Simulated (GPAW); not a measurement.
LiF (Griceite):

```
F Li
1.0
     0.00000    2.01400    2.01400
     2.01400    0.00000    2.01400
     2.01400    2.01400    0.00000
F Li
1 1
Direct
  0.50000 0.50000 0.50000
  0.00000 0.00000 0.00000
```

Base run:

| Property | Result |
| --- | --- |
| Program | GPAW 26.7.0 |
| Functional | TPSS |
| Potentials or basis | GPAW PAW data sets (gpaw-data 1.2.1) |
| Cutoff | 800 eV |
| Basis | pw |
| k mesh | 11 × 11 × 11 |
| Occupations | fermi-dirac, width 0.05 eV |
| Spin | no spin polarisation |

Its results: band gap on the k mesh 9.24 eV, direct; pressure 1.5 GPa.

**Question.** The run is repeated on the same cell with these changes: functional from TPSS to r2SCAN. What comes out?

**Answer.** Band gap on the k mesh 10.04 eV, direct; pressure -1.9 GPa.

Caveats: the PAW data sets were made with another functional, which shifts forces and pressure a little.
